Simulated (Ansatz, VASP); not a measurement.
Two plane-wave programs on Ni

The input INCAR:

```
SYSTEM = Ni
PREC = Accurate
ENCUT = 520
EDIFF = 1E-7
ISMEAR = -1
SIGMA = 0.05
LREAL = .FALSE.
LASPH = .TRUE.
NELM = 150
ALGO = Normal
ISIF = 2
LWAVE = .FALSE.
LCHARG = .FALSE.
ISPIN = 2
MAGMOM = 2 2
LORBIT = 11
LMAXMIX = 4
GGA = PE
NBANDS = 21
```

The input KPOINTS:

```
regular mesh
0
G
  6 12 12
  0 0 0
```

File POSCAR:

```
Ni
1.0
    0.0000000000      3.5347000000      3.5347000000
    1.7673500000      0.0000000000      1.7673500000
    1.7673500000      1.7673500000      0.0000000000
Ni
2
Direct
    0.0000000000      0.0000000000      0.0000000000
    0.5000000000      0.0000000000      0.0000000000
```

Input for Ansatz:

```yaml
crystal:
  lattice:
    - [0.0, 3.5347, 3.5347]
    - [1.76735, 0.0, 1.76735]
    - [1.76735, 1.76735, 0.0]
  atoms:
    - { symbol: Ni, position: [0.0, 0.0, 0.0], spin: 2.0 }
    - { symbol: Ni, position: [0.5, 0.0, 0.0], spin: 2.0 }
magnetization:
  spin_polarized: true
hamiltonian:
  xc: pbe
  pseudopotentials: { kind: paw }
basis:
  ecutwfc: 420
kpoints:
  mp_grid: { grid: [6, 12, 12] }
scf:
  occupations: { method: fermi_dirac, width: 0.05 }
  lower_state_search: "off"
output:
  forces: true
  stress: true
```

Alike in both runs: task single point; functional PBE; k mesh 6 × 12 × 12; occupations fermi-dirac, width 0.05 eV; collinear spin.

|  | VASP | Ansatz |
| --- | --- | --- |
| version | VASP 6.6.1 | Ansatz 0.2.0 |
| potentials or method | VASP PAW PBE potentials, release 64 (Ni) | PAW, plane waves, scalar-relativistic |
| plane-wave cutoff (eV) | 520 | 420 |
| valence electrons in the cell | 20 | 36 |

Ansatz gave:

- pressure (GPa): -2.2
- net moment per atom (μB): 0.69
- size of the moment on the site where the two differ most (μB): 0.73

Task: Estimate VASP's values.

Result: Pressure (GPa): -2.3; net moment per atom (μB): 0.68; size of the moment on the site where the two differ most (μB): 0.69.

Site moments also hang on the region over which each program counts them. The functional is the same, so the differences come from potentials, cutoffs and numerics. The two sets of potentials don't hold the same shells in valence.
